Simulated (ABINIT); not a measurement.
# Pb (Fm-3m) in ABINIT: settings compared, part 3 of 3

ABINIT 10.8.3 (patched build). The steps go on from the part before.

## Step 5: Band structure, LDA-VWN

File run.abi:

```
ndtset 2

pp_dirpath "./"
pseudos "Pb.LDA_PW-JTH_sp.xml"

acell 3.5002068511 3.5002068511 3.5002068511 Angstrom
rprim
     0.0000000000     0.7071067812     0.7071067812
     0.7071067812     0.0000000000     0.7071067812
     0.7071067812     0.7071067812     0.0000000000
ntypat 1
znucl 82
natom 1
typat 1
xred
     0.0000000000     0.0000000000     0.0000000000

ecut 15.0
pawecutdg 30.0

ixc -1007

occopt 3
tsmear 0.05 eV

nstep 100

iomode 3
prtwf 0
prteig 0
prtebands 0
prtden1 1

kptopt1 1
ngkpt1 9 9 9
nshiftk1 1
shiftk1 0.0 0.0 0.0
nband1 6
tolvrs1 1.0e-9

iscf2 -2
getden2 1
nband2 10
nbdbuf2 2
tolwfr2 1.0e-12
kptopt2 -9
ndivsm2 6
prteig2 1
kptbounds2
     0.0000000000     0.0000000000     0.0000000000
     0.5000000000     0.0000000000     0.5000000000
     0.5000000000     0.2500000000     0.7500000000
     0.3750000000     0.3750000000     0.7500000000
     0.0000000000     0.0000000000     0.0000000000
     0.5000000000     0.5000000000     0.5000000000
     0.6250000000     0.2500000000     0.6250000000
     0.5000000000     0.2500000000     0.7500000000
     0.5000000000     0.5000000000     0.5000000000
     0.3750000000     0.3750000000     0.7500000000
```

Potentials or basis: JTH PAW LDA v2.0 sp.

Run with:

```console
> abinit run.abi > log 2>&1
```

run.abo:

```text
.Version 10.8.3 of ABINIT
 DATASET    1 : space group Fm -3 m (#225); Bravais cF (face-center cubic)
================================================================================
 Values of the parameters that define the memory need for DATASET  1.
     intxc =       0    ionmov =       0      iscf =      17    lmnmax =      13
     lnmax =       5     mgfft =      24  mpssoang =       3    mqgrid =    3001
     natom =       1  nloc_mem =       2    nspden =       1   nspinor =       1
    nsppol =       1      nsym =      48    n1xccc =       1    ntypat =       1
    occopt =       3   xclevel =       1
       mpw =         577          nfft =       13824          nkpt =          35
 PAW method is used; the additional fine FFT grid is defined by:
   mgfftf=        36    nfftf =     46656
================================================================================
================================================================================

 DATASET    2 : space group Fm -3 m (#225); Bravais cF (face-center cubic)
================================================================================
 Values of the parameters that define the memory need for DATASET  2.
     intxc =       0    ionmov =       0      iscf =      -2    lmnmax =      13
     lnmax =       5     mgfft =      24  mpssoang =       3    mqgrid =    3001
     natom =       1  nloc_mem =       2    nspden =       1   nspinor =       1
    nsppol =       1      nsym =      48    n1xccc =       1    ntypat =       1
    occopt =       3   xclevel =       1
       mpw =         584          nfft =       13824          nkpt =         103
 PAW method is used; the additional fine FFT grid is defined by:
   mgfftf=        36    nfftf =     46656
================================================================================
================================================================================

--------------------------------------------------------------------------------
------------- Echo of variables that govern the present computation ------------
--------------------------------------------------------------------------------
 -outvars: echo values of preprocessed input variables --------
            acell      6.6144323326E+00  6.6144323326E+00  6.6144323326E+00 Bohr
              amu      2.07200000E+02
             ecut      1.50000000E+01 Hartree
           getden1          0
           getden2          1
             iscf1         17
             iscf2         -2
                       outvar_i_n : Printing only first  50 k-points.
              ixc       -1007
           jdtset        1    2
                       outvar_i_n : Printing only first  50 k-points.
           kptopt1          1
           kptopt2         -9
         kptrlatt        9    0    0      0    9    0      0    0    9
          kptrlen1     5.95298910E+01
          kptrlen2     3.00000000E+01
            natom           1
            nband1          6
            nband2         10
           nbdbuf1          0
           nbdbuf2          2
           ndtset           2
           ndivsm1          0
           ndivsm2          6
            ngfft          24      24      24
          ngfftdg          36      36      36
             nkpt1         35
             nkpt2        103
            nstep         100
             nsym          48
           ntypat           1
           occopt           3
        pawecutdg      3.00000000E+01 Hartree
        prtebands           0
           prteig1          0
           prteig2          1
            prtwf           0
            rprim      0.0000000000E+00  7.0710678120E-01  7.0710678120E-01
                       7.0710678120E-01  0.0000000000E+00  7.0710678120E-01
                       7.0710678120E-01  7.0710678120E-01  0.0000000000E+00
           shiftk1     0.00000000E+00  0.00000000E+00  0.00000000E+00
[... 248 lines left out ...]
 -4.2914E-01  2.6938E-01  2.7095E-01  2.7095E-01  3.3408E-01  3.4023E-01
  3.4023E-01  3.7500E-01  3.7619E-01  4.1320E-01
 Non-SCF case, kpt    3 (  0.05882  0.00000  0.05882), residuals and eigenvalues=
  6.06E-13  6.02E-13  3.34E-13  3.40E-13  4.24E-13  4.88E-13  4.30E-13  3.88E-13
  1.30E-13  4.57E-08
[... 488 lines left out ...]
  6.88E-13  9.78E-13  4.04E-13  4.10E-13  3.32E-13  9.94E-13  3.69E-13  5.79E-13
  6.87E-14  3.17E-13
 -2.6064E-01 -9.0145E-02 -2.2191E-02  1.3107E-01  2.4406E-01  3.6963E-01
  3.8009E-01  3.8993E-01  3.9103E-01  4.6562E-01
 Non-SCF case, kpt  102 (  0.38750  0.38750  0.72500), residuals and eigenvalues=
  6.86E-13  5.35E-13  2.77E-13  5.73E-13  6.91E-14  7.00E-13  5.12E-14  9.96E-14
  2.96E-13  2.21E-13
 -2.5392E-01 -7.9513E-02 -4.1696E-02  1.2208E-01  2.3797E-01  3.6103E-01
  3.8484E-01  3.8940E-01  3.9285E-01  4.6880E-01
 Non-SCF case, kpt  103 (  0.37500  0.37500  0.75000), residuals and eigenvalues=
  1.04E-13  1.35E-13  2.13E-13  4.88E-13  1.16E-13  2.05E-13  1.49E-13  6.00E-13
  6.37E-14  7.76E-13
 -2.4978E-01 -8.0644E-02 -4.1862E-02  1.1475E-01  2.3325E-01  3.5071E-01
  3.8787E-01  3.8963E-01  3.9393E-01  4.6999E-01

--- !ResultsGS
iteration_state: {dtset: 2, }
comment   : Summary of ground state results
lattice_vectors:
- [  0.0000000,   4.6771100,   4.6771100, ]
- [  4.6771100,   0.0000000,   4.6771100, ]
- [  4.6771100,   4.6771100,   0.0000000, ]
lattice_lengths: [   6.61443,    6.61443,    6.61443, ]
lattice_angles: [ 60.000,  60.000,  60.000, ] # degrees, (23, 13, 12)
lattice_volume:   2.0462691E+02
convergence: {deltae:  0.000E+00, res2:  0.000E+00, residm:  9.985E-13, diffor:  0.000E+00, }
etotal    :  -3.77915330E+00
entropy   :   0.00000000E+00
fermie    :  -1.78930538E-03
cartesian_stress_tensor: null
pressure_GPa: null
xred      :
- [  0.0000E+00,   0.0000E+00,   0.0000E+00, Pb]
cartesian_forces: null
force_length_stats: {min: null, max: null, mean: null, }
...

 Integrated electronic density in atomic spheres:
 ------------------------------------------------
 Atom  Sphere_radius  Integrated_density
    1        2.91365          2.69142726

================================================================================

 ----iterations are completed or convergence reached----

 Mean square residual over all n,k,spin=   40.390E-14; max=  99.854E-14
 reduced coordinates (array xred) for    1 atoms
       0.000000000000      0.000000000000      0.000000000000

 cartesian coordinates (angstrom) at end:
    1      0.00000000000000     0.00000000000000     0.00000000000000
 length scales=  6.614432332605  6.614432332605  6.614432332605 bohr
              =  3.500206851100  3.500206851100  3.500206851100 angstroms
 Eigenvalues (hartree) for nkpt= 103  k points:
 kpt#   1, nband= 10, wtk=  1.00000, kpt=  0.0000  0.0000  0.0000 (reduced coord)
  -0.42996    0.27574    0.27574    0.27574    0.33681    0.33681    0.33681    0.37606
   0.37606    0.41012
 kpt#   2, nband= 10, wtk=  1.00000, kpt=  0.0294  0.0000  0.0294 (reduced coord)
  -0.42914    0.26938    0.27095    0.27095    0.33408    0.34023    0.34023    0.37500
   0.37619    0.41320
 kpt#   3, nband= 10, wtk=  1.00000, kpt=  0.0588  0.0000  0.0588 (reduced coord)
  -0.42670    0.25311    0.25903    0.25903    0.32704    0.34809    0.34809    0.37161
   0.37657    0.42125
 kpt#   4, nband= 10, wtk=  1.00000, kpt=  0.0882  0.0000  0.0882 (reduced coord)
  -0.42264    0.23147    0.24352    0.24352    0.31773    0.35706    0.35706    0.36529
   0.37719    0.43214
 kpt#   5, nband= 10, wtk=  1.00000, kpt=  0.1176  0.0000  0.1176 (reduced coord)
  -0.41696    0.20722    0.22640    0.22640    0.30755    0.35533    0.36551    0.36551
   0.37804    0.44428
 kpt#   6, nband= 10, wtk=  1.00000, kpt=  0.1471  0.0000  0.1471 (reduced coord)
  -0.40967    0.18155    0.20870    0.20870    0.29730    0.34136    0.37284    0.37284
[... 278 lines left out ...]
  -0.27607   -0.11518    0.03708    0.15307    0.26033    0.36716    0.37991    0.38492
   0.39117    0.45171
 kpt# 100, nband= 10, wtk=  1.00000, kpt=  0.4125  0.4125  0.6750 (reduced coord)
  -0.26836   -0.10306    0.00550    0.14150    0.25152    0.37418    0.37635    0.38813
   0.39054    0.45999
 kpt# 101, nband= 10, wtk=  1.00000, kpt=  0.4000  0.4000  0.7000 (reduced coord)
  -0.26064   -0.09014   -0.02219    0.13107    0.24406    0.36963    0.38009    0.38993
   0.39103    0.46562
 kpt# 102, nband= 10, wtk=  1.00000, kpt=  0.3875  0.3875  0.7250 (reduced coord)
  -0.25392   -0.07951   -0.04170    0.12208    0.23797    0.36103    0.38484    0.38940
   0.39285    0.46880
 kpt# 103, nband= 10, wtk=  1.00000, kpt=  0.3750  0.3750  0.7500 (reduced coord)
  -0.24978   -0.08064   -0.04186    0.11475    0.23325    0.35071    0.38787    0.38963
   0.39393    0.46999

== END DATASET(S) ==============================================================
================================================================================

 -outvars: echo values of variables after computation  --------
            acell      6.6144323326E+00  6.6144323326E+00  6.6144323326E+00 Bohr
           etotal1    -3.7791532994E+00
            fcart1    -0.0000000000E+00 -0.0000000000E+00 -0.0000000000E+00
            rprim      0.0000000000E+00  7.0710678120E-01  7.0710678120E-01
                       7.0710678120E-01  0.0000000000E+00  7.0710678120E-01
                       7.0710678120E-01  7.0710678120E-01  0.0000000000E+00
           strten1     7.2189607046E-05  7.2189607046E-05  7.2189607046E-05
                       0.0000000000E+00  0.0000000000E+00  0.0000000000E+00
 Calculation completed.
```

Wall time 10 s (1 thread of Arm Neoverse V1, shared host); peak memory 0.12 GiB.

What came out:

```
Free energy                                           : -102.8360 eV
Pressure                                              : -2.1 GPa
Band gap on the k mesh                                : none (metal or under the smearing width)
Valence electrons inside the program's atomic spheres : Pb 2.69 (radii [1.5418] Å)
```

Levels at the corners of the path, in eV from the Fermi level:
```
point  band 1  band 2  band 3  band 4  band 5
    Γ  -11.65    7.55    7.55    7.55    9.21
    X   -6.69   -3.12    2.27    2.27    5.43
    W   -6.55   -1.23   -1.23    0.43    9.74
    K   -6.75   -2.15   -1.09    3.17    6.40
    Γ  -11.65    7.55    7.55    7.55    9.21
    L   -8.13   -4.05    5.77    5.77    8.40
    U   -6.75   -2.15   -1.09    3.17    6.40
    W   -6.55   -1.23   -1.23    0.43    9.74
    L   -8.13   -4.05    5.77    5.77    8.40
    K   -6.75   -2.15   -1.09    3.17    6.40
```

Caveat: spin-orbit coupling is left out, which moves the levels of the heavy elements; this set keeps more shells in the core, which shifts pressures and gaps.

## Step 6: Overview

| task | level | potentials or basis | spin | cutoff (eV) | fine-grid cutoff | gap on the mesh (eV) |
| --- | --- | --- | --- | --- | --- | --- |
| equation of state | PBEsol | JTH PAW PBE v2.0 | off | 463 | 925.187 eV | - |
| band structure | RPBE | JTH PAW PBE v2.0 | off | 463 | 925.187 eV | none |
| band structure | PBEsol | JTH PAW PBE v2.0 | SOC, no magnetisation | 463 | 925.187 eV | none |
| band structure | LDA-VWN | JTH PAW LDA v2.0 sp | off | 408 | 816.342 eV | none |

Alike in all rows: cell as given; k mesh 9 × 9 × 9; smearing fermi-dirac 0.05 eV.

Caveats: the PAW data sets were made with another functional, which shifts forces and pressure a little (some runs); spin-orbit coupling is left out, which moves the levels of the heavy elements (some runs); pressures at fixed basis lie under the slope of the energies (some runs); this set keeps more shells in the core, which shifts pressures and gaps (some runs).

Total energies depend on the potentials used, so only differences within one code and one set of settings carry meaning.
